Changing the density functional while every atom stays in place should, on a simple view, move the conduction bands of hafnia up or down as a block. The gap would then change in size but not in kind. The size does change by a few tenths of an electronvolt among these LDA and gradient-corrected functionals. The kind changes once, in HCTH407, through a break of less than a tenth of an electronvolt.

Calculated values. ABINIT 10.8.3, plane-wave Kohn-Sham DFT for cubic HfO2 (Fm-3m, a = 5.115 Å), with the same atomic positions in every row. All runs omit spin polarisation and spin-orbit coupling, and use a 9 × 9 × 9 k mesh for the density and Fermi-Dirac occupations with a smearing width of 0.05 eV. The gaps are taken along a path through special points of the Brillouin zone.

| functional | potentials | wave cutoff | gap on path (eV) | direct gap on path (eV) |
| --- | --- | --- | --- | --- |
| LDA | PseudoDojo-NC-SR-LDA-v0.4.1-standard | 1142.88 eV | 3.560 | 3.560 |
| PBE | SG15-NC-PBE-v1.2 | 1142.88 eV | 3.681 | 3.681 |
| PBEsol | JTH-PAW-PBE-v2.0 | 625.862 eV | 3.605 | 3.605 |
| RPBE | JTH-PAW-PBE-v2.0 | 625.862 eV | 3.850 | 3.850 |
| BLYP | JTH-PAW-PBE-v2.0 | 625.862 eV | 3.803 | 3.803 |
| AM05 | JTH-PAW-PBE-v2.0 | 625.862 eV | 3.654 | 3.654 |
| BP86 | JTH-PAW-PBE-v2.0 | 625.862 eV | 3.716 | 3.716 |
| HCTH407 | JTH-PAW-PBE-v2.0 | 625.862 eV | 3.922 | 3.993 |
| LDA-PZ | JTH-PAW-LDA-v2.0 | 625.862 eV | 3.520 | 3.520 |
| SOGGA | JTH-PAW-PBE-v2.0 | 625.862 eV | 3.584 | 3.584 |
| WC | JTH-PAW-PBE-v2.0 | 625.862 eV | 3.608 | 3.608 |
| rPW86PBE | JTH-PAW-PBE-v2.0 | 625.862 eV | 3.754 | 3.754 |

The "gap on path" is the smallest energy difference between any filled and any empty state along the path of wave vectors. The "direct gap on path" requires both states to have the same wave vector, as in the absorption of light without help from lattice vibrations. In eleven rows the two values coincide. HCTH407 has a direct gap of 3.993 eV but a smallest gap of 3.922 eV, so it departs from the rule by 0.071 eV. Both values come from one run, so the break is no product of comparing rows with different potentials.

The indirect gap also conceals part of what HCTH407 does. Its smallest gap exceeds that of RPBE, the next largest, by 0.072 eV, while its direct gap exceeds RPBE's by 0.143 eV. About half of the lead is therefore lost because the highest filled and lowest empty states no longer share a wave vector. The likely reason, argued below, is that a second valley of the conduction band has come in below the first.

**The smooth background**

In this ionic oxide the filled states at the gap are mainly O 2p and the lowest empty ones mainly Hf 5d. A gradient correction favours electrons where the density varies strongly, as it does around the compact oxygen ions. It is therefore expected to lower the filled states relative to the empty ones and so widen the gap, which grows from 3.520 eV in LDA-PZ to 3.850 eV in RPBE. Among the nine rows that share the PBE datasets, the charge close to the oxygen nuclei broadly rises with the gap (rank correlation 0.92). This agrees with the argument but doesn't prove it, and it is not the whole story. RPBE has a larger gap than BLYP and rPW86PBE but less charge near oxygen. SOGGA and PBEsol differ by 0.021 eV in the gap, yet their highest filled and lowest empty states at the zone centre are 4.331 eV apart in both, so even this small step is no block shift of the conduction bands.

Small steps in this order should not be interpreted. The two LDA rows use nearly the same functional with different potentials, and they differ by 0.040 eV. The place of the PBE row among its neighbours, which also rests on different potentials, may be uncertain by a similar amount.

**Which band edge has moved**

A conduction band can have several valleys at different wave vectors, and the lowest one sets the gap. The wave vectors of the band edges in HCTH407 are not available, but a second set of gaps helps to locate them. It was taken on the regular mesh used for the density, which contains the zone centre $\Gamma$ but misses the zone-boundary point X, where the direct gap of cubic HfO2 is expected. A mesh that misses a band edge gives too large a gap.

This excess has two parts,

$$E_{\mathrm{mesh}}-E_{\mathrm{path}}=\delta_v+\delta_c .$$

Here $E_{\mathrm{mesh}}$ and $E_{\mathrm{path}}$ are the smallest gaps on the mesh and on the path. The term $\delta_v$ is the amount by which the mesh misses the top of the valence band, and $\delta_c$ is the same for the bottom of the conduction band. If the lowest valley lies at $\Gamma$, the mesh hits it exactly and $\delta_c$ vanishes.

That is what HCTH407 appears to show. Its excess is 0.049 eV, about half of the 0.105 to 0.111 eV found in ten of the other rows; BLYP lies between. The direct gap serves as a control, because its excess would shrink in the same way if the bands had merely become flatter. That excess is 0.200 eV in HCTH407, only slightly below that of the other rows, so one edge has probably moved onto a mesh point.

The band energies of PBEsol suggest which edge it is. At $\Gamma$ the conduction band lies only 0.06 eV above its lowest value on the mesh, whereas the valence band lies 0.56 eV below its highest. SOGGA gives nearly the same picture. A small change can bring the conduction valley at $\Gamma$ to the front, while the valence band would need a far larger one. The switch of the conduction edge to $\Gamma$ is thus the likely cause, though it is inferred and not read off directly.

**How far the valleys have shifted**

The same reasoning gives the size of the shift. If HCTH407 has its conduction edge at $\Gamma$, its whole excess is the valence part, $\delta_v=0.049$ eV. Carried over to PBEsol, whose excess is 0.109 eV, this leaves $\delta_c=0.109-0.049=0.060$ eV.

In PBEsol, $\Gamma$ lies 0.060 eV above the mesh minimum, which itself lies $\delta_c$ above the true valley. The height of $\Gamma$ above that valley is therefore about $0.060+0.060=0.12$ eV. In HCTH407 it lies about 0.07 eV below, provided that the direct gap sits at the top of the valence band. Between the two functionals the valleys have moved against each other by roughly 0.2 eV, which is more than half of the change in the smallest gap. The weak point of this estimate is the transfer of $\delta_v$ from one functional to another. It is tested only indirectly: the excess of the direct gap, which also depends on how sharply the bands curve, is only about 12% smaller in HCTH407 than in PBEsol.

**Why the valleys need not move together**

Each Hf ion sits in a cube of eight O ions. The lowest empty states at $\Gamma$ in PBEsol form a pair, as expected for the two Hf 5d orbitals that point at the cube faces, between the oxygens. At $\Gamma$ all unit cells are in phase, and symmetry then forbids these two orbitals to mix with O s or p, or with the empty Hf 6s orbital. At other wave vectors the phase changes from cell to cell, so that some of this mixing becomes possible and the overlap between neighbouring Hf ions changes. A functional that alters the shape or energy of the orbitals can therefore shift one valley more than the other. The two rows with band energies fit this: from SOGGA to PBEsol the single level above the pair at $\Gamma$, expected to be s-like, rises from 1.62 to 1.70 eV above the pair, and the other valley moves up towards the pair with it.

This explains why a break can occur, but not why HCTH407 produces it. The size of the gap is no sufficient guide: the excess of the smallest gap is 0.48 to 0.49 of the direct one in ten rows, RPBE among them, but 0.43 in BLYP and 0.25 in HCTH407. The excess can respond to $\Gamma$ only once $\Gamma$ has dropped below the mesh point next to the other valley. BLYP has probably passed that threshold, which would leave $\Gamma$ only about 0.04 eV above its conduction edge, while RPBE, with the larger gap, has not. HCTH407 was also run with datasets made for PBE, which could matter for a margin of 0.07 eV and has not been tested. The missing spin-orbit coupling is expected to matter less, because symmetry keeps it from splitting the pair of 5d states at $\Gamma$.

For practical use, the gap and its kind should be treated as two separate results. The label "direct" is only as safe as the distance to the next competing band edge; here a margin estimated at about 0.1 eV in PBEsol did not survive the change to HCTH407, although the gap stayed direct in all the other rows, in BLYP probably only narrowly. The cell was also held fixed, at pressures from about −22 GPa in LDA to +1 GPa in rPW86PBE, so the table does not show which kind of gap each functional gives at its own equilibrium volume. Nor does the largest gap mark the best functional. Functionals of these types generally give gaps that are too small, and coming closer in this one number does not show that the order of the valleys is right.
